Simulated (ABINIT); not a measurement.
# SiC (Moissanite): G0W0 in ABINIT against the bands in the screening, part 2 of 2

Wanted: the cheapest bands in the screening that holds the gap of SiC (Moissanite).

ABINIT 10.8.3; PBE and many-body steps on it, plane waves. Known limits of the many-body steps: not at the basis limit.

So far. Step 2 (Screening, 6×6×4 mesh, 16 bands, screening to 163.3 eV): Local fields lower ε∞ by 8 %. Step 5 (23 bands): The gap on the mesh goes from 2.33 eV to 2.97 eV, a correction of +0.64 eV.

## (6) Screening, 6×6×4 mesh, 75 bands, screening to 163.3 eV

This step: RPA screening on PBE, plane waves, norm-conserving pseudopotentials.

run.abi

```
acell 3*1.0 Angstrom
rprim 
  3.075999999976 0.000000000005 0.000000000000
  -1.537999999993 2.663894142018 0.000000000000
  0.000000000000 0.000000000000 5.048000000000
ntypat 2
znucl 14 6
natom 4
typat 1 1 2 2
xred 
  0.333333333333 0.666666666667 0.000000000000
  0.666666666667 0.333333333333 0.500000000000
  0.333333333333 0.666666666667 0.385000000000
  0.666666666667 0.333333333333 0.885000000000
pp_dirpath "pseudos"
pseudos "Si.upf, C.upf"
ecut 37
ngkpt 6 6 4
nshiftk 1
shiftk 0 0 0
kptopt 1
chksymbreak 0
istwfk *1
occopt 1
irdwfk 1
optdriver 3
nband 75
ecuteps 6
inclvkb 2
awtr 1
symchi 1
indata_prefix "in"
outdata_prefix "out"
tmpdata_prefix "tmp"
```

Launch:

```
$ OMP_NUM_THREADS=1 mpirun -n 4 abinit run.abi > log
```

What it wrote:

```text
.Version 10.8.3 of ABINIT. v10.8.2 released Aug 2026.

 Symmetries : space group P6_3 m c (#186); Bravais hP (primitive hexag.)
[... echo of the input left out ...]
== DATASET  1 ==================================================================
-   mpi_nproc: 4, omp_nthreads: 1 (-1 if OMP is not activated)

--- !DatasetInfo
iteration_state: {dtset: 1, }
dimensions: {natom: 4, nkpt: 21, mband: 75, nsppol: 1, nspinor: 1, nspden: 1, mpw: 3018, }
cutoff_energies: {ecut:  37.0, pawecutdg:  -1.0, }
[...]
--------------------------------------------------------------------------------
[... chi0 elements left out ...]
 For q-point:  0.000010 0.000020 0.000030
  dielectric constant =   6.8383
  dielectric constant without local fields =   7.4924

  Average fulfillment of the sum rule on Im[epsilon] for q-point    1 :     77.21  [%]
[... wings left out ...]
  q-point number  2        q = ( 0.166667, 0.000000, 0.000000) [r.l.u.]
--------------------------------------------------------------------------------
[... chi0 elements left out ...]
  Average fulfillment of the sum rule on Im[epsilon] for q-point    2 :     88.04  [%]

 [... 19 further q-points ...]
```

It took 68 s on 4 MPI ranks of Arm Neoverse V1, shared host; peak memory 0.92 GiB; 4.5 min of CPU time.

Numbers from this step:

```
ε∞ with local fields, on this mesh, along the program's q direction : 6.838
the same without local fields                                       : 7.492
plasma frequency                                                    : 23.09 eV
plane waves in the screening matrix                                 : 197
```

## (7) 75 bands

This step: G0W0 on PBE, plane waves, norm-conserving pseudopotentials.

run.abi, as its differences from that of step 6:

```diff
@@ -25,8 +25,19 @@
 irdwfk 1
-optdriver 3
+optdriver 4
 nband 75
+gwcalctyp 0
+ecutsigx 37
+symsigma 1
+nkptgw 3
+kptgw 
+  0.0000000000 0.0000000000 0.0000000000
+  0.3333333333 0.3333333333 0.0000000000
+  0.5000000000 0.0000000000 0.0000000000
+bdgw 
+  6 10
+  7 10
+  7 10
 ecuteps 6
-inclvkb 2
-awtr 1
-symchi 1
+irdscr 1
+ppmodel 1
 indata_prefix "in"
```

What it wrote:

```text
.Version 10.8.3 of ABINIT. v10.8.2 released Aug 2026.

 Symmetries : space group P6_3 m c (#186); Bravais hP (primitive hexag.)
[... echo of the input left out ...]
== DATASET  1 ==================================================================
-   mpi_nproc: 4, omp_nthreads: 1 (-1 if OMP is not activated)

--- !DatasetInfo
iteration_state: {dtset: 1, }
dimensions: {natom: 4, nkpt: 21, mband: 75, nsppol: 1, nspinor: 1, nspden: 1, mpw: 3018, }
cutoff_energies: {ecut:  37.0, pawecutdg:  -1.0, }
[...]
Band     E0 <VxcDFT>   SigX SigC(E0)      Z dSigC/dE  Sig(E)    E-E0       E
[...]
9   9.734 -10.592  -6.058  -4.015   0.822  -0.216 -10.165   0.427  10.161
       10  11.338 -11.767  -6.941  -4.072   0.811  -0.233 -11.156   0.612  11.950

== END DATASET(S) ==============================================================
================================================================================

 -outvars: echo values of variables after computation  --------
           etotal      0.0000000000E+00
            nband          75
             nkpt          21
          spgroup         186
 [... the other variables as echoed above ...]

 Calculation completed.
```

Wall time 17 s (4 MPI ranks); peak memory 0.95 GiB; 68 s of CPU time.

This step gave:

| Quantity | Value |
| --- | --- |
| G0W0 gap on the points computed | 2.879 eV |
| starting gap on the mesh | 2.329 eV |
| k of the valence top | 0, 0, 0 |
| k of the conduction bottom | 0.3333, 0.3333, 0 |
| least direct G0W0 gap on the computed points | 4.919 eV |

Against the run before, the gap moves by −0.092 eV.

## (8) Screening, 6×6×4 mesh, 163 bands, screening to 163.3 eV

This step: RPA screening on PBE, plane waves, norm-conserving pseudopotentials.

run.abi, as its differences from that of step 7:

```diff
@@ -25,19 +25,8 @@
 irdwfk 1
-optdriver 4
-nband 75
-gwcalctyp 0
-ecutsigx 37
-symsigma 1
-nkptgw 3
-kptgw 
-  0.0000000000 0.0000000000 0.0000000000
-  0.3333333333 0.3333333333 0.0000000000
-  0.5000000000 0.0000000000 0.0000000000
-bdgw 
-  6 10
-  7 10
-  7 10
+optdriver 3
+nband 163
 ecuteps 6
-irdscr 1
-ppmodel 1
+inclvkb 2
+awtr 1
+symchi 1
 indata_prefix "in"
```

What it wrote:

```text
.Version 10.8.3 of ABINIT. v10.8.2 released Aug 2026.

 Symmetries : space group P6_3 m c (#186); Bravais hP (primitive hexag.)
[... echo of the input left out ...]
== DATASET  1 ==================================================================
-   mpi_nproc: 4, omp_nthreads: 1 (-1 if OMP is not activated)

--- !DatasetInfo
iteration_state: {dtset: 1, }
dimensions: {natom: 4, nkpt: 21, mband: 163, nsppol: 1, nspinor: 1, nspden: 1, mpw: 3018, }
cutoff_energies: {ecut:  37.0, pawecutdg:  -1.0, }
[...]
--------------------------------------------------------------------------------
[... chi0 elements left out ...]
 For q-point:  0.000010 0.000020 0.000030
  dielectric constant =   6.8460
  dielectric constant without local fields =   7.4943

  Average fulfillment of the sum rule on Im[epsilon] for q-point    1 :     91.30  [%]
[... wings left out ...]
  q-point number  2        q = ( 0.166667, 0.000000, 0.000000) [r.l.u.]
--------------------------------------------------------------------------------
[... chi0 elements left out ...]
  Average fulfillment of the sum rule on Im[epsilon] for q-point    2 :     94.62  [%]

 [... 19 further q-points ...]
```

It took 2.5 min on 4 MPI ranks; peak memory 1.5 GiB; 10 min of CPU time.

This step gave:

* ε∞ with local fields, on this mesh, along the program's q direction: 6.846
* the same without local fields: 7.494
* plasma frequency: 23.09 eV
* plane waves in the screening matrix: 197

## (9) 163 bands

This step: G0W0 on PBE, plane waves, norm-conserving pseudopotentials.

run.abi, as its differences from that of step 8:

```diff
@@ -25,8 +25,19 @@
 irdwfk 1
-optdriver 3
-nband 163
+optdriver 4
+nband 75
+gwcalctyp 0
+ecutsigx 37
+symsigma 1
+nkptgw 3
+kptgw 
+  0.0000000000 0.0000000000 0.0000000000
+  0.3333333333 0.3333333333 0.0000000000
+  0.5000000000 0.0000000000 0.0000000000
+bdgw 
+  6 10
+  7 10
+  7 10
 ecuteps 6
-inclvkb 2
-awtr 1
-symchi 1
+irdscr 1
+ppmodel 1
 indata_prefix "in"
```

What it wrote:

```text
.Version 10.8.3 of ABINIT. v10.8.2 released Aug 2026.

 Symmetries : space group P6_3 m c (#186); Bravais hP (primitive hexag.)
[... echo of the input left out ...]
== DATASET  1 ==================================================================
-   mpi_nproc: 4, omp_nthreads: 1 (-1 if OMP is not activated)

--- !DatasetInfo
iteration_state: {dtset: 1, }
dimensions: {natom: 4, nkpt: 21, mband: 75, nsppol: 1, nspinor: 1, nspden: 1, mpw: 3018, }
cutoff_energies: {ecut:  37.0, pawecutdg:  -1.0, }
[...]
Band     E0 <VxcDFT>   SigX SigC(E0)      Z dSigC/dE  Sig(E)    E-E0       E
[...]
9   9.734 -10.592  -6.058  -4.074   0.822  -0.217 -10.214   0.378  10.112
       10  11.338 -11.767  -6.941  -4.128   0.810  -0.234 -11.201   0.566  11.904

== END DATASET(S) ==============================================================
================================================================================

 -outvars: echo values of variables after computation  --------
           etotal      0.0000000000E+00
            nband          75
             nkpt          21
          spgroup         186
 [... the other variables as echoed above ...]

 Calculation completed.
```

Wall time 17 s (4 MPI ranks); peak memory 0.95 GiB; 69 s of CPU time.

This step gave:

| Item | Value |
| --- | --- |
| G0W0 gap on the points computed | 2.884 eV |
| starting gap on the mesh | 2.329 eV |
| k of the valence top | 0, 0, 0 |
| k of the conduction bottom | 0.3333, 0.3333, 0 |
| least direct G0W0 gap on the computed points | 4.918 eV |

Against the run before, the gap moves by +0.005 eV.

## (10) The runs together

Times are wall times on 4 MPI ranks of Arm Neoverse V1, shared host, good to a factor of about two. A run's time includes the screening step that it read.

| run | mesh | bands | screening cutoff (eV) | DFT gap (eV) | gap on the mesh (eV) | direct (eV) | ε∞ used | time |
| --- | --- | --- | --- | --- | --- | --- | --- | --- |
| 16 bands | 6×6×4 | 75 | 163.3 | 2.329 | 3.121 | 5.167 | 6.72 | 28 s |
| 23 bands | 6×6×4 | 75 | 163.3 | 2.329 | 2.971 | 5.006 | 6.81 | 36 s |
| 75 bands | 6×6×4 | 75 | 163.3 | 2.329 | 2.879 | 4.919 | 6.84 | 85 s |
| 163 bands | 6×6×4 | 75 | 163.3 | 2.329 | 2.884 | 4.918 | 6.85 | 2.8 min |

## (11) Results

* 16 bands: 3.121 eV
* 23 bands: 2.971 eV
* 75 bands: 2.879 eV
* 163 bands: 2.884 eV
* known limits: not at the basis limit

**Reading.** The setting moved: bands in the screening. From 16 bands to 163 bands the gap moves by −0.24 eV, for 6.1 times the time. It holds to 0.03 eV from 75 bands on. Bands and screening cutoff are coupled, so a series along one setting does not show full convergence. Bands and cutoff are finite, so the gap is not at the basis limit. The miss can reach some tenths of an eV and take either sign; the mesh is an error of its own. In the G0W0 runs levels were corrected at 3 k points alone, so a gap called «on the mesh» is the least over those, and an edge elsewhere would be missed.

[Paths, hosts, dates, memory and timing lines, banners, echoed tables and standing remarks are left out of the program output.]

[Logs are printed without paths, hosts, clocks, repeated set-up lines and the standing remarks that a program may print on its own settings, such as how far it seeks lower states.]

[Runs of the session that timed out or met a known fault of the program may be left out.]

[Hosts, paths, dates, database ids (printed as entryN), source tags and the programs' standing remarks are cut or masked in the printed files.]

[G0W0 gaps are taken among the corrected bands and points alone; a level outside them can change the order at an edge.]

[Where Ansatz stands beside ABINIT at settings called matched, ABINIT's density can come from a denser mesh and the files from another edition; pairs whose starting gaps differed by over 0.03 eV were left out, so agreement reads better than it is.]
